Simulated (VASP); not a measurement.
# CdS (Hawleyite) (F-43m) in VASP: notebook

The runs below take CdS (Hawleyite) through single point, with HSE06.

Everything below comes from runs of VASP 6.6.1. Logs are shortened: lines on timing, memory, paths and dates and some standing lists are left out, and cuts for length are marked.

### Step 1. The structure

The structure is cubic, space group F-43m (No. 216). The conventional cell has a = 5.833 Å, b = 5.833 Å, c = 5.833 Å, α = 90.00°, β = 90.00°, γ = 90.00°. Cd (site symmetry -43m) is surrounded by 4 S at 2.53 Å. Around S (site symmetry -43m) lie 4 Cd at 2.53 Å.

### Step 2. Single point, HSE06

File POSCAR:

```
CdS
1.0
    0.0000000000      2.9165000000      2.9165000000
    2.9165000000      0.0000000000      2.9165000000
    2.9165000000      2.9165000000      0.0000000000
Cd S
1 1
Direct
    0.0000000000      0.0000000000      0.0000000000
    0.7500000000      0.7500000000      0.7500000000
```

File INCAR.step1:

```
PREC = Accurate ; ENCUT = 280
EDIFF = 1E-5 ; ISMEAR = 0
SIGMA = 0.01 ; LREAL = F
LASPH = T ; NELM = 100
ALGO = Normal ; ISIF = 2
LWAVE = T ; LCHARG = F
NBANDS = 17 ; NKRED = 1
GGA = PE
```

File INCAR.step2:

```
PREC = Accurate ; ENCUT = 280
EDIFF = 1E-6 ; ISMEAR = 0
SIGMA = 0.01 ; LREAL = F
LASPH = T ; NELM = 100
ALGO = Normal ; ISIF = 2
LWAVE = F ; LCHARG = F
GGA = PE ; LHFCALC = T
HFSCREEN = 0.2 ; PRECFOCK = Fast
NBANDS = 17 ; NKRED = 1
ISTART = 1
```

File KPOINTS:

```
Automatic mesh
0
Gamma
  4 4 4
```

Potentials or basis: VASP PAW PBE potentials, release 64 (Cd, S).

Command:

```bash
> cat potpaw_PBE.64/Cd/POTCAR potpaw_PBE.64/S/POTCAR > POTCAR
> cp INCAR.step1 INCAR
> mpirun -np 1 vasp_std > vasp.out
> cp INCAR.step2 INCAR
> mpirun -np 1 vasp_std > vasp.out
```

OUTCAR:

```text
PREC = Accurate
   ENCUT = 280
   EDIFF = 1E-6
   ISMEAR = 0
   LREAL = F
   LASPH = T
   NELM = 100
   ISIF = 2
   GGA = PE
   LHFCALC = T
   HFSCREEN = 0.2
   PRECFOCK = Fast
   NKRED = 1
   ISTART = 1

 Found      8 irreducible k-points:

 Following reciprocal coordinates:
            Coordinates               Weight
  0.000000  0.000000  0.000000      1.000000
  0.250000  0.000000  0.000000      8.000000
  0.500000  0.000000  0.000000      4.000000
  0.250000  0.250000  0.000000      6.000000
  0.500000  0.250000  0.000000     24.000000
 -0.250000  0.250000  0.000000     12.000000
   k-points           NKPTS =      8   k-points in BZ     NKDIM =     64   number of bands    NBANDS=     17
   number of dos      NEDOS =    301   number of ions     NIONS =      2
   total plane-waves  NPLWV =  13824
   dimension x,y,z NGX =    24 NGY =   24 NGZ =   24
   dimension x,y,z NGXF=    48 NGYF=   48 NGZF=   48
   ions per type =               1   1
   NGX,Y,Z   is equivalent  to a cutoff of   9.67,  9.67,  9.67 a.u.
   NGXF,Y,Z  is equivalent  to a cutoff of  19.35, 19.35, 19.35 a.u.
 SYSTEM =  unknown system
   PREC   = accura    normal or accurate (medium, high low for compatibility)
   ISTART =      1    job   : 0-new  1-cont  2-samecut
   ICHARG =      0    charge: 1-file 2-atom 10-const
   ISPIN  =      1    spin polarized calculation?
   LNONCOLLINEAR =      F non collinear calculations
   LSORBIT =      F    spin-orbit coupling
   LASPH  =      T    aspherical Exc in radial PAW
   ENCUT  =  280.0 eV  20.58 Ry    4.54 a.u.   5.63  5.63  5.63*2*pi/ulx,y,z
   NELM   =    100;   NELMIN=  2; NELMDL=  0     # of ELM steps
   EDIFF  = 0.1E-05   stopping-criterion for ELM
   LREAL  =      F    real-space projection
   EDIFFG = 0.1E-04   stopping-criterion for IOM
   NSW    =      0    number of steps for IOM
   IBRION =     -1    ionic relax: 0-MD 1-quasi-New 2-CG
   NFREE  =      0    steps in history (QN), initial steepest desc. (CG)
   ISIF   =      2    stress and relaxation
   ISYM   =      3    0-nonsym 1-usesym 2-fastsym
   POTIM  = 0.5000    time-step for ionic-motion
   TEBEG  =    0.0;   TEEND  =   0.0 temperature during run
   PSTRESS=    0.0 pullay stress
   NELECT =      18.0000    total number of electrons
   NUPDOWN=      -1.0000    fix difference up-down
   EMIN   =  10.00;   EMAX   =-10.00  energy-range for DOS
   EFERMI =   0.00;   METHOD = LEGACY
   ISMEAR =     0;   SIGMA  =   0.01  broadening in eV -4-tet -1-fermi 0-gaus
   EFERMI_NEDOS =   21; number of points for ismear=-14 and -15
   IALGO  =     38    algorithm
   IMIX   =      1    mixing-type and parameters
     AMIX     =   0.40;   BMIX     =  1.00
     AMIX_MAG =   1.60;   BMIX_MAG =  1.00
  volume/ion in A,a.u.               =      24.81       167.41
  Fermi-wavevector in a.u.,A,eV,Ry     =   1.167599  2.206442 18.548649  1.363287
  Thomas-Fermi vector in A             =   2.304097
   LORBIT       =      0    0 simple, 1 ext, 2 COOP (PROOUT), +10 PAW based schemes
   GGA     = PE    functional components
   LHFCALC =     T    Hartree Fock is set to
   PRECFOCK=fast      Normal, Fast or Accurate (Low or Medium for compatibility)
   ENCUT4O =  -1.0   cutoff for four orbital integrals eV
   NKREDX  =     1    reduce k-point grid by
   NKREDY  =     1    reduce k-point grid by
   NKREDZ  =     1    reduce k-point grid by
   AEXX    =    0.2500 exact exchange contribution
   HFSCREEN=    0.2000 screening length (either q_TF or 0.3 A-1)
   HFSCREENC=   0.2000 screening length for correlation (either q_TF or 0.3 A-1)
   ENCUTFOCK=  -1.0 apply spherical cutoff to Coloumb kernel
   IVDW    =     0    specifies the selected vdW correction
   LEPSILON=     F    determine dielectric tensor
   LRPA    =     F    only Hartree local field effects (RPA)
 non-spin polarized calculation
 Gauss-broadening in eV      SIGMA  =   0.01
  energy-cutoff  :      280.00
  volume of cell :       49.62
 maximum number of plane-waves:       544
 NGX is ok and might be reduce to    24
  NGX = 14; NGY = 14; NGZ = 14

 number of electron      18.0000025 magnetization

 Free energy of the ion-electron system (eV)
  ---------------------------------------------------
  ext. energy  EPLUGINS =         0.00000000
  ---------------------------------------------------
  free energy    TOTEN  =        -7.58586266 eV

  energy without entropy =       -7.58586266  energy(sigma->0) =       -7.58586266

 E-fermi :   0.7573     XC(G=0):  -7.5752

 val. band max:        0.6667999237   @ k =   0.0000   0.0000   0.0000
 cond. band min:       2.8597112237   @ k =   0.0000   0.0000   0.0000
 fundamental gap:      2.1929113000
 Fermi energy:         0.7572774433

 k-point     1 :       0.0000    0.0000    0.0000
  band No.  band energies     occupation
      1     -12.8969      2.00000
      2      -8.1849      2.00000
      3      -8.1849      2.00000
      4      -8.1849      2.00000
      5      -7.6996      2.00000
      6      -7.6996      2.00000
[... 9 lines left out ...]
     16      13.5158      0.00000
     17      15.2435      0.00000

 k-point     2 :       0.2500    0.0000    0.0000
  band No.  band energies     occupation
      1     -12.6675      2.00000
      2      -8.1129      2.00000
      3      -8.1129      2.00000
      4      -7.9080      2.00000
      5      -7.6956      2.00000
      6      -7.6956      2.00000
[... 9 lines left out ...]
     16      13.1740      0.00000
     17      17.1230      0.00000

 k-point     3 :       0.5000    0.0000    0.0000
  band No.  band energies     occupation
      1     -12.4414      2.00000
      2      -8.0624      2.00000
      3      -8.0624      2.00000
      4      -7.6650      2.00000
      5      -7.6648      2.00000
      6      -7.2827      2.00000
[... 9 lines left out ...]
     16      14.6995      0.00000
     17      16.1294      0.00000

 k-point     4 :       0.2500    0.2500    0.0000
  band No.  band energies     occupation
      1     -12.5935      2.00000
      2      -8.0254      2.00000
      3      -8.0254      2.00000
      4      -7.9784      2.00000
      5      -7.7071      2.00000
      6      -7.6580      2.00000
[... 9 lines left out ...]
     16      16.7415      0.00000
     17      17.4738      0.00000

 k-point     5 :       0.5000    0.2500    0.0000
  band No.  band energies     occupation
      1     -12.3734      2.00000
      2      -8.0040      2.00000
      3      -7.9474      2.00000
      4      -7.7866      2.00000
      5      -7.6499      2.00000
      6      -7.2364      2.00000
[... 9 lines left out ...]
     16      15.8353      0.00000
     17      16.4069      0.00000

 k-point     6 :      -0.2500    0.2500    0.0000
  band No.  band energies     occupation
      1     -12.4451      2.00000
      2      -8.0290      2.00000
      3      -8.0194      2.00000
      4      -7.7186      2.00000
      5      -7.7112      2.00000
      6      -7.4042      2.00000
[... 9 lines left out ...]
     16      15.5951      0.00000
     17      16.2990      0.00000

 [... further k-points ...]

------------------------ aborting loop because EDIFF is reached ----------------------------------------

  FORCE on cell =-STRESS in cart. coord.  units (eV):
  Direction    XX          YY          ZZ          XY          YZ          ZX
  --------------------------------------------------------------------------------------
  -------------------------------------------------------------------------------------
  Total        0.4265385      0.4265385      0.4265385      0.0000000      0.0000000     -0.0000000
  in kB       13.7737716     13.7737716     13.7737716      0.0000000      0.0000000     -0.0000000
  external PRESSURE =      13.7737716 kB  Pullay stress =       0.0000000 kB

 VOLUME and BASIS-vectors are now :
 -----------------------------------------------------------------------------
  energy-cutoff  :      280.00
  volume of cell :       49.62
      direct lattice vectors                 reciprocal lattice vectors
     0.000000000  2.916500000  2.916500000    -0.171438368  0.171438368  0.171438368
     2.916500000  0.000000000  2.916500000     0.171438368 -0.171438368  0.171438368
     2.916500000  2.916500000  0.000000000     0.171438368  0.171438368 -0.171438368

 POSITION                                       TOTAL-FORCE (eV/Angst)
 -----------------------------------------------------------------------------------
      0.00000      0.00000      0.00000         0.000000      0.000000      0.000000
      4.37475      4.37475      4.37475        -0.000000     -0.000000     -0.000000
 -----------------------------------------------------------------------------------
    total drift:                               -0.000083     -0.000079     -0.000061

  FREE ENERGIE OF THE ION-ELECTRON SYSTEM (eV)
  ---------------------------------------------------
  free  energy   TOTEN  =        -7.5858626582 eV

  energy  without entropy=       -7.5858626582  energy(sigma->0) =       -7.58586266
```

OUTCAR.step1:

```text
PREC = Accurate
   ENCUT = 280
   EDIFF = 1E-5
   ISMEAR = 0
   LREAL = F
   LASPH = T
[... 232 lines left out ...]
 -----------------------------------------------------------------------------------
      0.00000      0.00000      0.00000        -0.000000      0.000000      0.000000
      4.37475      4.37475      4.37475         0.000000     -0.000000     -0.000000
 -----------------------------------------------------------------------------------
    total drift:                                0.000001      0.000001      0.000001

  FREE ENERGIE OF THE ION-ELECTRON SYSTEM (eV)
  ---------------------------------------------------
  free  energy   TOTEN  =        -6.0742913644 eV

  energy  without entropy=       -6.0742913644  energy(sigma->0) =       -6.07429136
```

OSZICAR.step1:

```text
N       E                     dE             d eps       ncg     rms          rms(c)
DAV:   1     0.650866946999E+02    0.65087E+02   -0.66909E+03   296   0.599E+02
DAV:   2    -0.472717010182E+01   -0.69814E+02   -0.67711E+02   338   0.183E+02
DAV:   3    -0.662531451055E+01   -0.18981E+01   -0.18938E+01   332   0.307E+01
DAV:   4    -0.663531963463E+01   -0.10005E-01   -0.10004E-01   333   0.216E+00
DAV:   5    -0.663541679510E+01   -0.97160E-04   -0.97159E-04   332   0.194E-01    0.812E+00
DAV:   6    -0.609734261746E+01    0.53807E+00   -0.78298E-01   350   0.103E+01    0.649E+00
DAV:   7    -0.607415703800E+01    0.23186E-01   -0.19791E-01   330   0.273E+00    0.315E+00
DAV:   8    -0.607413390004E+01    0.23138E-04   -0.17463E-02   279   0.145E+00    0.295E-01
DAV:   9    -0.607408085605E+01    0.53044E-04   -0.18708E-03   297   0.580E-01    0.615E-02
DAV:  10    -0.607421465357E+01   -0.13380E-03   -0.21405E-04   289   0.127E-01    0.667E-02
DAV:  11    -0.607429729069E+01   -0.82637E-04   -0.13323E-04   284   0.770E-02    0.217E-02
DAV:  12    -0.607429136436E+01    0.59263E-05   -0.16514E-05   264   0.454E-02
   1 F= -.60742914E+01 E0= -.60742914E+01  d E =-.164170E-11
```

Run time: 52 s. Hardware: 1 thread of Intel Xeon Platinum 8488C (Sapphire Rapids), shared host; peak memory 0.23 GiB.

The run converged, but some of its settings lie outside the range that counts as converged, so its numbers aren't taken as properties of the crystal.

What came out:

- Free energy: -7.5859 eV
- Band gap on the k mesh: 2.19 eV, direct

Caveat: the k mesh is coarse (spacing up to 0.47 Å⁻¹), so the values aren't converged, least of all with exact exchange; the cutoff is under 1.25 times the usual one of these potentials, so pressure, stress and relaxed cells hold a basis-set (Pulay) error; the PAW data sets were made with another functional, which shifts forces and pressure a little.

### Step 3. Single point, HSE06

POSCAR is that of step 2.

Changes to INCAR.step1 since step 2:

```diff
@@ -1,2 +1,2 @@
-PREC = Accurate ; ENCUT = 280
+PREC = Accurate ; ENCUT = 400
 EDIFF = 1E-5 ; ISMEAR = 0
```

Changes to INCAR.step2 since step 2:

```diff
@@ -1,2 +1,2 @@
-PREC = Accurate ; ENCUT = 280
+PREC = Accurate ; ENCUT = 400
 EDIFF = 1E-6 ; ISMEAR = 0
```

File KPOINTS:

```
Automatic mesh
0
Gamma
  3 3 3
```

Potentials or basis: VASP PAW PBE potentials, release 64 (Cd, S).

Command:

```bash
> cat potpaw_PBE.64/Cd/POTCAR potpaw_PBE.64/S/POTCAR > POTCAR
> cp INCAR.step1 INCAR
> mpirun -np 1 vasp_std > vasp.out
> cp INCAR.step2 INCAR
> mpirun -np 1 vasp_std > vasp.out
```

Run time: 22 s. Hardware: 1 thread of Intel Xeon Platinum 8488C (Sapphire Rapids), shared host; peak memory 0.25 GiB.

These settings aren't checked as converged: the numbers below hold their error.

Results:

```
Free energy            : -7.4973 eV
Pressure               : 2.2 GPa
Band gap on the k mesh : 2.23 eV, direct
```

Caveat: the k mesh is coarse (spacing up to 0.62 Å⁻¹), so the values aren't converged, least of all with exact exchange; the PAW data sets were made with another functional, which shifts forces and pressure a little.

### Step 4. Single point, HSE06

POSCAR is that of step 3.

Changes to INCAR.step1 since step 3:

```diff
@@ -1,2 +1,2 @@
-PREC = Accurate ; ENCUT = 400
+PREC = Accurate ; ENCUT = 520
 EDIFF = 1E-5 ; ISMEAR = 0
```

Changes to INCAR.step2 since step 3:

```diff
@@ -1,2 +1,2 @@
-PREC = Accurate ; ENCUT = 400
+PREC = Accurate ; ENCUT = 520
 EDIFF = 1E-6 ; ISMEAR = 0
```

KPOINTS is that of step 3.

Command:

```bash
> cat potpaw_PBE.64/Cd/POTCAR potpaw_PBE.64/S/POTCAR > POTCAR
> cp INCAR.step1 INCAR
> mpirun -np 1 vasp_std > vasp.out
> cp INCAR.step2 INCAR
> mpirun -np 1 vasp_std > vasp.out
```

It took 40 s on 1 thread of Intel Xeon Platinum 8488C (Sapphire Rapids), shared host; peak memory 0.27 GiB.

These settings aren't checked as converged: the numbers below hold their error.

What came out:

| Property | Result |
| --- | --- |
| Free energy | -7.5022 eV |
| Pressure | 2.7 GPa |
| Band gap on the k mesh | 2.23 eV, direct |

Caveat: the k mesh is coarse (spacing up to 0.62 Å⁻¹), so the values aren't converged, least of all with exact exchange; the PAW data sets were made with another functional, which shifts forces and pressure a little.

### Step 5. Single point, HSE06

POSCAR is that of step 4.

File INCAR.step1:

```
PREC = Accurate ; ENCUT = 400
EDIFF = 1E-5 ; ISMEAR = 0
SIGMA = 0.01 ; LREAL = F
LASPH = T ; NELM = 100
ALGO = Normal ; ISIF = 2
LWAVE = T ; LCHARG = F
NBANDS = 17 ; NKRED = 2
GGA = PE
```

File INCAR.step2:

```
PREC = Accurate ; ENCUT = 400
EDIFF = 1E-6 ; ISMEAR = 0
SIGMA = 0.01 ; LREAL = F
LASPH = T ; NELM = 100
ALGO = Normal ; ISIF = 2
LWAVE = F ; LCHARG = F
GGA = PE ; LHFCALC = T
HFSCREEN = 0.2 ; PRECFOCK = Fast
NBANDS = 17 ; NKRED = 2
ISTART = 1
```

File KPOINTS:

```
Automatic mesh
0
Gamma
  4 4 4
```

Command:

```bash
> cat potpaw_PBE.64/Cd/POTCAR potpaw_PBE.64/S/POTCAR > POTCAR
> cp INCAR.step1 INCAR
> mpirun -np 1 vasp_std > vasp.out
> cp INCAR.step2 INCAR
> mpirun -np 1 vasp_std > vasp.out
```

It took 20 s on 1 thread of Intel Xeon Platinum 8488C (Sapphire Rapids), shared host; peak memory 0.25 GiB.

These settings aren't checked as converged: the numbers below hold their error.

What came out:

```yaml
Free_energy: -7.7694 eV
Pressure: 0.9 GPa
Band_gap_on_the_k_mesh: 2.54 eV, direct
```

Caveat: the k mesh is coarse (spacing up to 0.47 Å⁻¹), so the values aren't converged, least of all with exact exchange; the PAW data sets were made with another functional, which shifts forces and pressure a little.

### Step 6. For comparison

An earlier run on the cell as given: functional PBE; potentials or basis VASP PAW PBE potentials, release 64 (Cd, S); cutoff 520 eV; k mesh 8 × 8 × 8; occupations fermi-dirac, width 0.05 eV; no spin polarisation.

* Pressure: 3.2 GPa
* Band gap on the k mesh: 1.15 eV, direct
